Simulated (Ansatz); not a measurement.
Ag:

```xyz
1
Lattice="0.0000 2.0427 2.0427 2.0427 0.0000 2.0427 2.0427 2.0427 0.0000" Properties=species:S:1:pos:R:3 pbc="T T T"
Ag    0.0000    0.0000    0.0000
```

Below is the output of Ansatz 0.2.0 for this cell. Logs are shortened: lines on timing, memory, paths and dates and some standing lists are left out, and cuts for length are marked.

```text
Warning: RAYON_NUM_THREADS=2 ignored (pool sized by the plan → 2); use --threads N
Engine: ansatz 0.2.0, aarch64-unknown-linux-gnu
Pseudopotentials: kind: paw
Pseudopotential: Ag, paw, valence charge 19, recommended cutoff 420 eV (normal), Ag.paw.azcp
Functional definition: PBE
  parameter kappa = 0.804
  parameter beta = 0.06672455060314922
  exchange = pbe_x(kappa = kappa, mu = beta*pi^2/3)
  correlation = pbe_c(beta = beta)
Crystal: 1 atoms, lattice volume = 17.048 Å³
Basis set: ecut = 420 eV, 331 PW (Γ), exchange–correlation on 40×40×40 points (8 copies of the dense FFT grid, shifted against one another)
Bands: 14, of which v1, the nominal top of the filled ones, is band 10 counted from 1 (9 counted from 0)
Symmetry: 48 space group operations
Space group: Fm-3m (ITA 225), of the structure as read, at distance tolerance 2.6e-5 Å
k-points: 56 of 1331
Non-local potential: Ag, projectors of the file, l = 0: 3, l = 1: 2, l = 2: 2, l = 3: 1
PAW form: soft (Blöchl's): semilocal exchange-correlation on the pseudo side does not see the compensation charge
PAW one-centre angular grid: Ag, 590 points (default); XC on 64 Gauss nodes
Initial density: superposition of atomic densities (neutral atoms: chi_scale 0, normalization atom), corrected by the library's trained network
Initial wavefunctions: pseudopotential atomic-orbital guess
Functional: x = pbe(κ = 0.804, μ = 0.2195149727645171), c = pbe(β = 0.06672455060314922)
SCF iter   1: F=—  HF=-7590.544725 eV  |F-HF|=—  |Δ(HF+E_count)|=         —  Δρ=1.10e-3  dr2=1.10e-4  ethr=1.77e-3  ⟨swp⟩=4.9  Hψ=4104  notcnv=0
preconditioner: auto → none  [insulator: Δε(μ)=0.094 eV  Ē_g=16.255 eV  σ=0.019 eV  W_gap=0.98  n_scr=8 (ndim 8)  ℏωp=29.8 eV  f_vac=0.000  D(μ)=0.13/eV (n_scr^D=0)  ε∞_Penn≈4.4]
SCF iter   2: F=—  HF=-7590.544916 eV  |F-HF|=—  |Δ(HF+E_count)|=   1.91e-4  Δρ=5.40e-4  dr2=1.58e-5  ethr=5.79e-7  ⟨swp⟩=2.7  Hψ=1796  notcnv=0  defer=3
SCF iter   3: F=—  HF=-7590.544935 eV  |F-HF|=—  |Δ(HF+E_count)|=   1.93e-5  Δρ=2.83e-4  dr2=3.01e-6  ethr=8.31e-8  ⟨swp⟩=2.0  Hψ=1098  notcnv=0  defer=3
SCF iter   4: F=—  HF=-7590.544950 eV  |F-HF|=—  |Δ(HF+E_count)|=   1.42e-5  Δρ=6.67e-5  dr2=1.38e-7  ethr=1.58e-8  ⟨swp⟩=2.0  Hψ=1071  notcnv=0  defer=3
iter 5 did not close the SCF: its close was put off for the readings that it lacked (scf_convergence_deferred on its scf_iter line)
SCF iter   5: F=-7590.544950 eV  HF=-7590.544950 eV  |F-HF|=1.67e-8  |Δ(HF+E_count)|=   8.44e-7  Δρ=1.00e-5  dr2=4.72e-9  ethr=7.29e-10  ⟨swp⟩=2.0  Hψ=1077  notcnv=0  defer=3
SCF iter   6: F=-7590.544950 eV  HF=-7590.544950 eV  |F-HF|=7.73e-11  |Δ(HF+E_count)|=   1.80e-8  Δρ=6.93e-7  dr2=2.47e-11  ethr=2.49e-11  ⟨swp⟩=1.9  Hψ=2333  notcnv=0
SCF 1 converged in 6 iterations: F = -7590.544950 eV  dr2 = 2.47e-11
  greatest PAW one-centre occupation: 1.000 electrons in one spin orbital (limit 2), on the Ag atom at site 0 (counted from 0), in its partial waves of l = 0
SCF converged after 6 iterations
Free energy (F): -7590.544950 eV
Harris-Foulkes:  -7590.544950 eV  (|F-HF|=7.73e-11)
Internal energy: -7590.544926 eV  (E = F + TS)
E sigma→0 (E₀):  -7590.544938 eV
Entropy (-TS):   -0.000024 eV (-0.024 meV/atom)
Fermi energy:    17.638860 eV
--- Per-component energies (eV) ---
  E_band       = -234.191197
  E_kinetic    = 527.470289
  E_local      = -2193.129061  (includes V_loc(G=0)·N_el)
  E_nonlocal   = 79.832669
  E_hartree    = 999.009785
  E_xc         = -185.075306
  E_vxc        = -235.190779  (∫ρ·V_xc dr)
  E_paw        = -3901.830692  (= ΣΔE_a)
  E_vpaw       = -411.194381  (= ΣTr[D̂ρ^β])
  E_aug_tail   = 0.000328  (compensation charges beyond the density's cutoff)
  E_ewald      = -2916.822938
  E_smearing   = -0.000024  (= −TS)
  E_closure    = -0.000000  (closes the sum)
  Σ components = -7590.544950   (vs F -7590.544950, Δ=0.00e0)
--- Forces (eV/Å), atoms counted from 1 ---
  atom   1  Ag    -0.00000000     0.00000000    -0.00000000
  max |Σ_I F_I| component: 6.37e-32 eV/Å
--- Stress (GPa, compression-positive) ---
        4.272729       0.000000      -0.000000
       -0.000000       4.272729      -0.000000
        0.000000       0.000000       4.272729
  P = ⅓ Tr σ = 4.2727 GPa (42.727 kbar)
--- Band table (eV; the first three rows and the last of 56) ---
  k-point 0: bands = ["-74.6119", "-38.0022", "-38.0022", "-38.0022", "9.5844", "12.5718", "12.5718", "12.5718", "13.6104", "13.6104", "33.2528", "36.8350", "36.8350", "36.8350"]
  k-point 1: bands = ["-74.6105", "-38.0153", "-38.0042", "-38.0042", "9.8403", "12.5165", "12.6404", "12.6404", "13.5862", "13.5862", "33.2282", "35.0894", "36.9462", "36.9462"]
  k-point 2: bands = ["-74.6068", "-38.0503", "-38.0095", "-38.0095", "10.5067", "12.4809", "12.7635", "12.7635", "13.5957", "13.5957", "31.0788", "34.1250", "37.1086", "37.1086"]
  k-point 55: bands = ["-74.5892", "-38.1168", "-38.1079", "-38.0625", "11.6854", "12.0973", "12.5188", "13.6316", "14.5563", "22.7221", "22.9060", "24.6889", "26.5793", "38.3984"]
```

Q: Write the input and the command behind it.

A: Single point with PBE, no spin polarisation. The files as run (others can give the same):

input.yaml
```yaml
crystal:
  lattice:
    - [0.0, 2.04275, 2.04275]
    - [2.04275, 0.0, 2.04275]
    - [2.04275, 2.04275, 0.0]
  atoms:
    - { symbol: Ag, position: [0.0, 0.0, 0.0] }
hamiltonian:
  xc: pbe
  pseudopotentials: { kind: paw }
kpoints:
  mp_grid: { grid: [11, 11, 11] }
scf:
  occupations: { method: gaussian, width: 0.019 }
output:
  forces: true
  stress: true
  eigenvalues: true
```

Potentials or basis: Ansatz PAW.
The run is started by
```bash
$ ansatz run input.yaml --threads 2 --pin off --max-ram 5632MiB --backend cpu --events-out ev --progress --plain --runs-dir out
```
